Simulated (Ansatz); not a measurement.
N started on a Si site next to a Si vacancy in diamond Si, 63 atoms, charge −1

The calculation used DFT, PBEsol, PAW, plane waves in Ansatz 0.2.0.

Command:

```sh
ansatz run in.yaml --threads 7 --pin off --max-ram 13300MiB --runs-dir r --events-out ev --progress --plain
```

The input less its lattice and atoms:

```yaml
crystal:
  symmetry: { detect: false }
kpoints:
  mp_grid: { grid: [1, 1, 1], shift: [0.25, 0.25, 0.25] }
hamiltonian:
  xc: pbesol
total_charge: -1
scf:
  occupations: { method: fermi_dirac, width: 0.01 }
relax:
  f_tol: 0.03
  max_steps: 80
  escape_saddle: false
  adjacent_minimum: "off"
output:
  forces: true
  eigenvalues: true
  populations: true
  charged_corrections: { epsilon: 11.7 }
```

Start:

```
Si N
1.0
    10.86558    0.00000    0.00000
     0.00000   10.86558    0.00000
     0.00000    0.00000   10.86558
Si N
62 1
Direct
  0.00163 0.99601 0.99990
  0.00037 0.99914 0.49840
  0.00073 0.49780 0.00085
  0.00148 0.50131 0.50135
  0.50058 0.99897 0.00023
  0.49672 0.99999 0.50011
  0.50060 0.50239 0.99931
  0.12320 0.12196 0.12603
  0.12414 0.12504 0.62627
  0.12549 0.62442 0.12369
  0.12447 0.62359 0.62504
  0.62555 0.12529 0.12515
  0.62401 0.12537 0.62560
  0.62405 0.62801 0.12685
  0.25355 0.25003 0.00102
  0.25021 0.25095 0.49806
  0.25049 0.75154 0.99952
  0.25308 0.74816 0.50015
  0.74767 0.25057 0.99759
  0.75072 0.24696 0.49650
  0.75002 0.74714 0.99997
  0.75063 0.74963 0.50273
  0.37620 0.37280 0.12469
  0.37606 0.37774 0.62394
  0.37372 0.87393 0.12453
  0.37715 0.87614 0.62768
  0.87653 0.37343 0.12867
  0.87496 0.37749 0.62652
  0.87223 0.87313 0.12379
  0.87316 0.87793 0.62491
  0.25227 0.00036 0.24898
  0.25214 0.99975 0.75023
  0.24722 0.50083 0.24938
  0.25132 0.50145 0.74956
  0.74708 0.99997 0.25094
  0.74918 0.00053 0.74741
  0.75068 0.49720 0.25178
  0.74997 0.50155 0.75068
  0.37643 0.12329 0.37892
  0.37525 0.12468 0.87657
  0.37640 0.62883 0.37324
  0.37623 0.62576 0.87198
  0.87552 0.12399 0.37219
  0.87605 0.12383 0.87678
  0.87526 0.62246 0.37650
  0.87297 0.62625 0.87667
  0.99904 0.25342 0.25045
  0.00292 0.25167 0.74904
  0.99952 0.74816 0.24955
  0.00031 0.75119 0.74933
  0.49878 0.25057 0.25085
  0.50164 0.25004 0.75135
  0.50166 0.75158 0.24730
  0.50125 0.74886 0.74734
  0.12585 0.37456 0.37219
  0.12488 0.37751 0.87433
  0.12319 0.87978 0.37438
  0.12419 0.87620 0.87683
  0.62567 0.37465 0.37608
  0.62626 0.37609 0.87166
  0.62574 0.87304 0.37638
  0.62655 0.88003 0.87377
  0.49889 0.50187 0.50040
```

Steps:

```csv
step,energy less the first (eV),largest force component (eV/Å)
start,0.000,2.124
1,-2.007,1.559
2,-3.269,0.661
3,-3.507,0.359
4,-3.565,0.253
5,-3.647,0.270
6,-3.727,0.269
7,-3.765,0.057
8,-3.770,0.030
```

A structure on the way, about -3.27 eV from the start:

```
Si N
1.0
    10.86558    0.00000    0.00000
     0.00000   10.86558    0.00000
     0.00000    0.00000   10.86558
Si N
62 1
Direct
  0.99965 0.99847 0.00031
  0.00037 0.00040 0.49978
  0.00013 0.49975 0.00033
  0.00073 0.49971 0.50051
  0.50074 0.99999 0.00023
  0.49942 0.99945 0.50059
  0.50036 0.50059 0.99939
  0.12464 0.12449 0.12501
  0.12691 0.12709 0.62438
  0.12668 0.62462 0.12609
  0.12584 0.62572 0.62523
  0.62422 0.12706 0.12694
  0.62490 0.12613 0.62506
  0.62539 0.62550 0.12620
  0.25076 0.25007 0.99983
  0.25363 0.25390 0.50007
  0.25070 0.74973 0.99900
  0.25649 0.74484 0.49938
  0.74916 0.25051 0.99909
  0.74489 0.25526 0.49871
  0.74915 0.74923 0.99906
  0.74645 0.74608 0.50707
  0.37545 0.37499 0.12537
  0.39312 0.39369 0.60081
  0.37535 0.87272 0.12645
  0.37722 0.87328 0.62704
  0.87259 0.37493 0.12737
  0.87332 0.37690 0.62600
  0.87356 0.87364 0.12523
  0.87384 0.87499 0.62426
  0.25077 0.99984 0.25007
  0.25061 0.00028 0.74990
  0.25309 0.50102 0.25262
  0.25669 0.50039 0.74383
  0.74879 0.99923 0.25045
  0.74996 0.00087 0.74921
  0.74435 0.49882 0.25656
  0.74707 0.50557 0.74574
  0.37539 0.12514 0.37588
  0.37622 0.12715 0.87308
  0.39224 0.60306 0.39129
  0.37846 0.62665 0.87165
  0.87293 0.12645 0.37449
  0.87564 0.12518 0.87508
  0.87299 0.62482 0.37834
  0.87394 0.62430 0.87409
  0.99953 0.25055 0.25006
  0.00069 0.25092 0.74967
  0.99932 0.74919 0.25062
  0.99957 0.75037 0.74975
  0.50029 0.25341 0.25392
  0.49981 0.25662 0.74428
  0.49989 0.74517 0.25515
  0.50744 0.74661 0.74435
  0.12576 0.37516 0.37419
  0.12791 0.37621 0.87271
  0.12678 0.87351 0.37526
  0.12532 0.87513 0.87489
  0.60205 0.39200 0.39283
  0.62629 0.37786 0.87208
  0.62580 0.87233 0.37834
  0.62478 0.87496 0.87311
  0.48377 0.48428 0.48379
```

End:

```
Si N
1.0
    10.86558    0.00000    0.00000
     0.00000   10.86558    0.00000
     0.00000    0.00000   10.86558
Si N
62 1
Cartesian
  0.0194 10.8425 0.0205
  10.8565 10.8556 5.4303
  0.0115 5.4323 0.0115
  10.8149 5.4520 5.4678
  5.4306 10.8609 10.8601
  5.3925 0.0812 5.3909
  5.4745 5.4566 10.8068
  1.3594 1.3670 1.3563
  1.4156 1.3342 6.7900
  1.3848 6.7936 1.3773
  1.3674 6.8090 6.7979
  6.7966 1.3386 1.4117
  6.7998 1.3797 6.7964
  6.8016 6.8096 1.3656
  2.7207 2.7134 10.8205
  2.7068 2.7539 5.4018
  2.8164 8.1090 10.7928
  2.8267 8.0480 5.4329
  8.1413 2.7200 0.0493
  8.0462 2.8371 5.4440
  8.1774 8.1485 10.8641
  7.8132 8.1706 5.8499
  4.0763 4.0944 1.2934
  4.2408 4.2380 6.4548
  4.0985 9.4441 1.3886
  4.1673 9.4857 6.7610
  9.4474 4.1181 1.4338
  9.5021 4.0644 6.8454
  9.5217 9.4886 1.3976
  9.4852 9.5263 6.8496
  2.6961 10.8220 2.6956
  2.7751 10.8192 8.1480
  2.7264 5.4040 2.7187
  2.8623 5.4607 8.0172
  8.1487 10.8151 2.7739
  8.1979 0.0882 8.1979
  8.0203 5.4608 2.8611
  8.1081 5.4817 8.0844
  4.0183 1.3940 4.0124
  4.1117 1.4057 9.4405
  4.2140 6.4664 4.2120
  4.3050 6.8439 9.2896
  9.4418 1.4020 4.1088
  9.5661 1.4143 9.5636
  9.2956 6.8414 4.3026
  9.5007 6.7609 9.4976
  10.8221 2.7104 2.7178
  0.0604 2.7117 8.1400
  10.7990 8.1047 2.8109
  0.0041 8.1489 8.1779
  5.4092 2.7560 2.7045
  5.4472 2.8382 8.0415
  5.4360 8.0477 2.8254
  5.8422 8.1835 7.8127
  1.2999 4.0939 4.0664
  1.4346 4.1199 9.4464
  1.3877 9.4437 4.0968
  1.3994 9.4930 9.5210
  6.4592 4.2403 4.2418
  6.8509 4.0775 9.4839
  6.7623 9.4796 4.1730
  6.8456 9.5312 9.4874
  5.1066 5.1330 5.1071
```

The calculation finished and met its thresholds.

Time: 76 s of wall time on 7 threads of a Neoverse-V2 processor, on a host shared with other runs; peak host memory 1.8 GiB.

**Question.** How much energy did the relaxation gain, and which atom moved most?

**Answer.** 3.77 eV in 8 steps, from a start with small random displacements; atom 63 (N) moved 0.56 Å, the median atom 0.08 Å (drift of the whole cell removed).

The run had no spin, and a state with a moment may lie lower. The one k point has no symmetry partners, which can distort the end along one axis.
